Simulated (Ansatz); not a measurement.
# TiO2 (P3_121) in Ansatz: settings compared, part 2 of 2

Ansatz 0.2.0. Earlier steps stand in the parts before.

**4. Single point, PBE**

input.yaml reads:

```yaml
crystal:
  lattice:
    - [5.5822227355, 0.0, 0.0]
    - [-2.7911113678, 4.8343466985, 0.0]
    - [0.0, 0.0, 6.08246788]
  atoms:
    - { symbol: Ti, position: [0.46693675, 0.0, 0.3333333333] }
    - { symbol: Ti, position: [0.0, 0.46693675, 0.6666666667] }
    - { symbol: Ti, position: [0.53306325, 0.53306325, 0.0] }
    - { symbol: O, position: [0.58106572, 0.85143318, 0.1206639333] }
    - { symbol: O, position: [0.72963254, 0.14856682, 0.5460027333] }
    - { symbol: O, position: [0.27036746, 0.41893428, 0.7873306] }
    - { symbol: O, position: [0.85143318, 0.58106572, 0.8793360667] }
    - { symbol: O, position: [0.14856682, 0.72963254, 0.4539972667] }
    - { symbol: O, position: [0.41893428, 0.27036746, 0.2126694] }
hamiltonian:
  xc: pbe
  pseudopotentials: { kind: paw }
kpoints:
  mp_grid: { grid: [6, 6, 5] }
scf:
  occupations: { method: fermi_dirac, width: 0.05 }
basis:
  ecutwfc: "300 eV"
output:
  forces: true
  stress: true
  eigenvalues: true
```

Potentials or basis: Ansatz PAW.

Started as:

```
$ ansatz run input.yaml --threads 4 --pin off --max-ram 11264MiB --backend cpu --events-out ev --progress --plain --runs-dir out
```

What it wrote:

```text
Warning: basis.ecutwfc = 300 eV is below the records' recommended 420 eV, and the density's cutoff is lower with it unless basis.ecutrho_ratio is high enough to keep the records' density cutoff: compare with a run at a higher cutoff
Warning: RAYON_NUM_THREADS=4 ignored (pool sized by the plan → 4); use --threads N
Engine: ansatz 0.2.0, aarch64-unknown-linux-gnu
Pseudopotentials: kind: paw
Pseudopotential: Ti, paw, valence charge 12, recommended cutoff 420 eV (normal), Ti.paw.azcp
Pseudopotential: O, paw, valence charge 6, recommended cutoff 420 eV (normal), O.paw.azcp
Functional definition: PBE
  parameter kappa = 0.804
  parameter beta = 0.06672455060314922
  exchange = pbe_x(kappa = kappa, mu = beta*pi^2/3)
  correlation = pbe_c(beta = beta)
Crystal: 9 atoms, lattice volume = 164.144 Å³
Basis set: ecut = 300 eV, 1907 PW (Γ), exchange–correlation on 64×64×72 points (8 copies of the dense FFT grid, shifted against one another)
Bands: 45, of which v1, the nominal top of the filled ones, is band 36 counted from 1 (35 counted from 0)
Symmetry: 6 space group operations
Space group: P3121 (ITA 152), of the structure as read, at distance tolerance 5.5e-5 Å
k-points: 27 of 180 (time reversal used)
Non-local potential: Ti, projectors of the file, l = 0: 3, l = 1: 2, l = 2: 3, l = 3: 1
Non-local potential: O, projectors of the file, l = 0: 2, l = 1: 2, l = 2: 1
PAW form: soft (Blöchl's): semilocal exchange-correlation on the pseudo side does not see the compensation charge
PAW one-centre angular grid: Ti, 590 points (default); XC on 64 Gauss nodes
PAW one-centre angular grid: O, 110 points (default); XC on 64 Gauss nodes
Initial density: superposition of atomic densities (neutral atoms: chi_scale 0, normalization atom), corrected by the library's trained network
Initial wavefunctions: pseudopotential atomic-orbital guess
[... 12 lines left out ...]
SCF converged after 8 iterations
Free energy (F): -10912.876267 eV
Harris-Foulkes:  -10912.876267 eV  (|F-HF|=1.35e-8)
Internal energy: -10912.876267 eV  (E = F + TS)
E sigma→0 (E₀):  -10912.876267 eV
Fermi energy:    3.273296 eV
--- Per-component energies (eV) ---
  E_band       = -1047.206362
  E_kinetic    = 1887.365406
  E_local      = -7711.744236  (includes V_loc(G=0)·N_el)
  E_nonlocal   = 282.861717
  E_hartree    = 3074.473847
  E_xc         = -740.479246
  E_vxc        = -936.937231  (∫ρ·V_xc dr)
  E_paw        = -4082.420183  (= ΣΔE_a)
  E_vpaw       = -717.753584  (= ΣTr[D̂ρ^β])
  E_aug_tail   = 0.056050  (compensation charges beyond the density's cutoff)
  E_ewald      = -3622.989623
  E_smearing   = -0.000000  (= −TS)
  E_closure    = 0.000000  (closes the sum)
  Σ components = -10912.876267   (vs F -10912.876267, Δ=0.00e0)
--- Forces (eV/Å), atoms counted from 1 ---
  atom   1  Ti     0.01028944     0.00000000     0.00000000
  atom   2  Ti    -0.00514472     0.00891092     0.00000000
  atom   3  Ti    -0.00514472    -0.00891092    -0.00000000
  atom   4  O     -0.00156477    -0.02776058     0.02258208
  atom   5  O     -0.00156477     0.02776058    -0.02258208
  atom   6  O     -0.02325899     0.01523542     0.02258208
  atom   7  O     -0.02325899    -0.01523542    -0.02258208
  atom   8  O      0.02482376     0.01252516     0.02258208
  atom   9  O      0.02482376    -0.01252516    -0.02258208
  max |Σ_I F_I| component: 1.39e-17 eV/Å
--- Stress (GPa, compression-positive) ---
        0.364133      -0.000000      -0.000000
       -0.000000       0.364133      -0.000000
       -0.000000      -0.000000       0.375774
  P = ⅓ Tr σ = 0.3680 GPa (3.680 kbar)
--- Band table (eV; the first three rows and the last of 27) ---
  k-point 0: bands = ["-53.8740", "-53.8626", "-53.8626", "-30.3217", "-30.2932", "-30.2932", "-30.2690", "-30.2690", "-30.1695", "-30.1599", "-30.1509", "-30.1509", "-14.6865", "-14.1525", "-14.1525", "-14.0188", "-14.0188", "-13.9862", "-1.4050", "-1.4050", "-1.3313", "-1.2179", "-1.2179", "-1.0550", "-0.9717", "-0.8350", "-0.8350", "0.1782", "0.1782", "0.3432", "0.5542", "0.6195", "0.6195", "1.1318", "1.1470", "1.1470", "5.0534", "5.6227", "5.6227", "6.0409", "6.0409", "6.2037", "6.7225", "6.7225"]
  k-point 1: bands = ["-53.8738", "-53.8662", "-53.8608", "-30.3206", "-30.2988", "-30.2980", "-30.2884", "-30.2455", "-30.1737", "-30.1673", "-30.1613", "-30.1436", "-14.6541", "-14.2857", "-14.0550", "-14.0213", "-14.0146", "-13.9899", "-1.4158", "-1.3823", "-1.3631", "-1.3407", "-1.1040", "-1.0956", "-0.9723", "-0.9078", "-0.6423", "0.0663", "0.1312", "0.2159", "0.2981", "0.5128", "0.8916", "1.1447", "1.2164", "1.2855", "5.1336", "5.2849", "5.6336", "5.9520", "6.0204", "6.1779", "6.5339", "6.9543"]
  k-point 2: bands = ["-53.8716", "-53.8690", "-53.8590", "-30.3118", "-30.3048", "-30.3027", "-30.2890", "-30.2132", "-30.1867", "-30.1689", "-30.1662", "-30.1371", "-14.5613", "-14.4300", "-14.0218", "-14.0062", "-14.0015", "-13.9967", "-1.3987", "-1.3929", "-1.3828", "-1.2921", "-1.1881", "-1.1013", "-0.9492", "-0.6952", "-0.4706", "-0.1892", "-0.0222", "0.0062", "0.3904", "0.4601", "0.8551", "1.3711", "1.3963", "1.4148", "5.0357", "5.3316", "5.4738", "5.8463", "5.8582", "6.0073", "6.8145", "7.1312"]
  k-point 26: bands = ["-53.8709", "-53.8656", "-53.8642", "-30.3246", "-30.3066", "-30.3017", "-30.2552", "-30.2442", "-30.2033", "-30.1606", "-30.1525", "-30.1513", "-14.4705", "-14.2816", "-14.2281", "-14.0137", "-14.0128", "-14.0083", "-1.4113", "-1.3751", "-1.2804", "-1.2369", "-1.2305", "-1.1979", "-0.7138", "-0.5811", "-0.5228", "-0.3523", "-0.1716", "-0.1710", "0.4992", "0.5875", "0.7898", "0.9209", "1.0029", "1.1089", "5.6747", "5.7935", "6.0580", "6.1709", "6.1725", "6.4277", "6.7335", "6.9752"]
```

It took 3 s on 4 threads of Arm Neoverse V1, shared host; peak memory 0.41 GiB.

Results:

| Quantity | Value |
| --- | --- |
| Free energy | -10912.8763 eV |
| Pressure | 0.4 GPa |
| Largest force | 0.036 eV/Å |
| Band gap on the k mesh | 3.61 eV, indirect (least direct gap 3.62 eV) |

Forces in eV/Å, atoms in the order of the input:
```
Ti   0.010  0.000  0.000
Ti  -0.005  0.009  0.000
Ti  -0.005 -0.009  0.000
O   -0.002 -0.028  0.023
O   -0.002  0.028 -0.023
O   -0.023  0.015  0.023
O   -0.023 -0.015 -0.023
O    0.025  0.013  0.023
O    0.025 -0.013 -0.023
```

Caveat: odd divisions of the mesh miss points on the zone boundary, where band edges often lie, so the gap on the mesh can be too wide; the pressure holds a Pulay correction of +18.3 GPa for the finite cutoff; the cutoff lies under the one recommended for these potentials. A k mesh can miss the band edges.

**5. Single point, PBE**

Changes to input.yaml since step 4:

```diff
@@ -19,7 +19,5 @@
 kpoints:
-  mp_grid: { grid: [6, 6, 5] }
+  mp_grid: { grid: [10, 10, 8] }
 scf:
   occupations: { method: fermi_dirac, width: 0.05 }
-basis:
-  ecutwfc: "300 eV"
 output:
```

Potentials or basis: Ansatz PAW.

Started as:

```
$ ansatz run input.yaml --threads 4 --pin off --max-ram 11264MiB --backend cpu --events-out ev --progress --plain --runs-dir out
```

What it wrote:

```text
Warning: RAYON_NUM_THREADS=4 ignored (pool sized by the plan → 4); use --threads N
[... 1 set-up line as earlier in the session ...]
[... 72 lines left out ...]
  k-point 1: bands = ["-53.7882", "-53.7785", "-53.7750", "-30.2535", "-30.2265", "-30.2263", "-30.2131", "-30.1845", "-30.1030", "-30.0961", "-30.0913", "-30.0794", "-14.5772", "-14.1344", "-13.9874", "-13.9211", "-13.9171", "-13.8869", "-1.4024", "-1.3854", "-1.3373", "-1.2889", "-1.1220", "-1.0532", "-0.9433", "-0.9242", "-0.7080", "0.1091", "0.2355", "0.3041", "0.3450", "0.5482", "0.8572", "1.0952", "1.1736", "1.2334", "5.1078", "5.4399", "5.7056", "6.0148", "6.1361", "6.1482", "6.5954", "6.8900"]
  k-point 2: bands = ["-53.7874", "-53.7805", "-53.7737", "-30.2501", "-30.2310", "-30.2292", "-30.2194", "-30.1668", "-30.1066", "-30.1001", "-30.0962", "-30.0743", "-14.5390", "-14.2231", "-13.9377", "-13.9212", "-13.9130", "-13.8903", "-1.3971", "-1.3614", "-1.3555", "-1.3397", "-1.0987", "-1.0635", "-0.9710", "-0.8617", "-0.5735", "0.0348", "0.0487", "0.1792", "0.3329", "0.5159", "0.8970", "1.2303", "1.2684", "1.3255", "5.2045", "5.2297", "5.6216", "5.9423", "5.9848", "6.1949", "6.5886", "7.0327"]
  k-point 93: bands = ["-53.7845", "-53.7793", "-53.7778", "-30.2556", "-30.2341", "-30.2334", "-30.1885", "-30.1730", "-30.1325", "-30.0874", "-30.0874", "-30.0828", "-14.3758", "-14.1845", "-14.1222", "-13.9167", "-13.9117", "-13.9074", "-1.3878", "-1.3689", "-1.2721", "-1.2161", "-1.2014", "-1.1837", "-0.6489", "-0.5885", "-0.5250", "-0.3631", "-0.2152", "-0.1115", "0.5404", "0.7000", "0.7174", "0.9019", "1.0044", "1.1410", "5.7868", "5.8681", "5.9962", "6.1993", "6.2409", "6.3974", "6.6640", "7.0845"]
```

It took 13 s on 4 threads of Arm Neoverse V1, shared host; peak memory 0.78 GiB.

What came out:

```
Free energy            : -10915.8956 eV
Pressure               : 1.4 GPa
Largest force          : 0.051 eV/Å
Band gap on the k mesh : 3.57 eV, direct
```

Forces in eV/Å, atoms in the order of the input:
```
Ti   0.004  0.000  0.000
Ti  -0.002  0.003  0.000
Ti  -0.002 -0.003  0.000
O    0.026  0.038 -0.020
O    0.026 -0.038  0.020
O    0.020 -0.042 -0.020
O    0.020  0.042  0.020
O   -0.046  0.004 -0.020
O   -0.046 -0.004  0.020
```

Caveat: the pressure holds a Pulay correction of +0.4 GPa for the finite cutoff.

**6. Summary**

```tsv
task	level	cell	k mesh	cutoff (eV)	gap on the mesh (eV)	pressure (GPa)	relaxed volume (Å³/atom)	largest force (eV/Å)
relaxation of cell and atoms	PBE+D3(BJ)	relaxed	6 × 6 × 5	420	3.65	0.0	17.21	-
relaxation of cell and atoms	r2SCAN+D3(BJ)	relaxed	6 × 6 × 5	500	4.14	0.0	16.70	-
single point	PBE	as given	6 × 6 × 5	300	3.61	0.4	-	0.04
single point	PBE	as given	10 × 10 × 8	420	3.57	1.4	-	0.05
```

Alike in all rows: potentials or basis Ansatz PAW; no spin polarisation; smearing fermi-dirac 0.05 eV.

Caveats: odd divisions of the mesh miss points on the zone boundary, where band edges often lie, so the gap on the mesh can be too wide (some runs); the plane-wave basis is chosen anew once the cell has moved, so the energies of steps on either side of that aren't comparable (some runs); the PAW data sets come from PBE, with cores solved anew for the run's functional, which leaves a small shift of forces and pressure (some runs); the dispersion damping was fitted for another functional or another form of the correction (some runs); the pressure holds a Pulay correction of +18.3 GPa for the finite cutoff (some runs); the cutoff lies under the one recommended for these potentials (some runs).

Total energies depend on the potentials used, so only differences within one code and one set of settings carry meaning.
